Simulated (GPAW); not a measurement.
Here is a GPAW 26.7.0 calculation.

The input run.py:

```python
from ase import Atoms
from ase.dft.bandgap import bandgap
from ase.io import write
from ase.units import GPa
from gpaw import GPAW, PW, setup_paths

setup_paths.insert(0, '.')

atoms = Atoms(['Fe', 'O'],
              cell=[[0.0, 2.1554, 2.1554],
                    [2.1554, 0.0, 2.1554],
                    [2.1554, 2.1554, 0.0]],
              scaled_positions=[[0.0, 0.0, 0.0],
                                [0.5, 0.5, 0.5]],
              pbc=True)
atoms.set_initial_magnetic_moments([3.0, 0.0])

calc = GPAW(mode=PW(800),
            xc='PBE',
            kpts={'size': (9, 9, 9), 'gamma': True},
            occupations={'name': 'fermi-dirac', 'width': 0.05},
            nbands=17,
            convergence={'density': 1e-05, 'energy': 1e-05},
            maxiter=150,
            txt='gpaw.txt')
atoms.calc = calc
energy = atoms.get_potential_energy()
forces = atoms.get_forces()
stress = atoms.get_stress()
calc.write('gs.gpw')
write('result.traj', atoms)
print(f'Energy: {energy:.6f} eV')
print('Forces (eV/A):')
print(forces.round(4))
print('Stress (GPa):', (stress / GPa).round(3))
print('Moments:', calc.get_magnetic_moments().round(3))
print('Fermi level:', round(calc.get_fermi_level(), 4), 'eV')
print(f'Gap: {bandgap(calc)[0]:.4f} eV, direct: {bandgap(calc, direct=True)[0]:.4f} eV')

path = atoms.cell.bandpath('GXWKGLUWLK,UX', npoints=100, eps=1e-4)
bs_calc = calc.fixed_density(kpts=path, symmetry='off', nbands=26,
                             convergence={'bands': 'CBM+6.0', 'eigenstates': 1e-6}, txt='bands.txt')
bs = bs_calc.band_structure()
bs.write('bs.json')
print(f'Gap on the path: {bandgap(bs_calc)[0]:.4f} eV')
```

Potentials or basis: PAW data sets generated in the run's folder for this functional, pw.

Command:

```sh
$ gpaw-setup -f PBE Fe O
$ OMP_NUM_THREADS=1 python run.py
```

**Question.** What does it give for the net moment?

**Answer.** 4.00 μB per cell.

**Question.** Predict the pressure.

**Answer.** 0.8 GPa.

Levels at the corners of the path, in eV from the Fermi level:
Spin up:
| point | band 5 | band 6 | band 7 | band 8 | band 9 | band 10 |
| --- | --- | --- | --- | --- | --- | --- |
| Γ | -3.86 | -3.86 | -3.86 | -3.65 | -3.65 | -0.04 |
| X | -4.79 | -3.26 | -2.77 | -2.75 | -2.75 | 5.15 |
| W | -3.01 | -3.01 | -2.89 | -2.75 | -1.71 | 7.33 |
| K | -3.65 | -2.89 | -2.62 | -2.45 | -1.69 | 6.66 |
| Γ | -3.86 | -3.86 | -3.86 | -3.65 | -3.65 | -0.04 |
| L | -3.03 | -3.03 | -2.48 | -0.33 | -0.33 | 3.95 |
| U | -3.65 | -2.89 | -2.62 | -2.45 | -1.69 | 6.66 |
| W | -3.01 | -3.01 | -2.89 | -2.75 | -1.71 | 7.33 |
| L | -3.03 | -3.03 | -2.48 | -0.33 | -0.33 | 3.95 |
| K | -3.65 | -2.89 | -2.62 | -2.45 | -1.69 | 6.66 |
| U | -3.65 | -2.89 | -2.62 | -2.45 | -1.69 | 6.66 |
| X | -4.79 | -3.26 | -2.77 | -2.75 | -2.75 | 5.15 |
Spin down:
```
point  band 3  band 4  band 5  band 6  band 7  band 8
    Γ   -3.36   -3.36   -0.71   -0.71   -0.71    0.23
    X   -4.55   -4.55   -2.13    0.79    0.80    0.80
    W   -6.23   -5.63   -0.02   -0.02    0.80    1.12
    K   -6.23   -4.95   -0.80    0.61    0.71    1.36
    Γ   -3.36   -3.36   -0.71   -0.71   -0.71    0.23
    L   -5.23   -5.23    0.44    0.44    0.63    2.84
    U   -6.23   -4.95   -0.80    0.61    0.71    1.36
    W   -6.23   -5.63   -0.02   -0.02    0.80    1.12
    L   -5.23   -5.23    0.44    0.44    0.63    2.84
    K   -6.23   -4.95   -0.80    0.61    0.71    1.36
    U   -6.23   -4.95   -0.80    0.61    0.71    1.36
    X   -4.55   -4.55   -2.13    0.79    0.80    0.80
```

Caveat: a cell with one magnetic atom can't hold antiferromagnetic order, which such compounds often take; semilocal functionals often make such compounds metallic where correlation or magnetic order opens a gap, which also shifts bond lengths.

**Experimental background.**

“W\"ustite: Electric, thermodynamic and optical properties of FeO”, 2012, arxiv:1203.1201 quotes, for a bulk crystal of FeO: band gap 2.4 eV (optical).

A measured gap of FeO is 2.4 eV (optical; quoted in “W\"ustite: Electric, thermodynamic and optical properties of FeO”, 2012, arxiv:1203.1201); the calculated 0.00 eV misses it by -2.40 eV. So large a miss can be the level of theory's own, or it may mean another phase, state or a wrong row. The value is that of PBE, without temperature or zero-point motion. Semilocal functionals fall short of measured gaps as a rule. The run's magnetic order (collinear spin, ferromagnetic start) needn't be the measured crystal's.
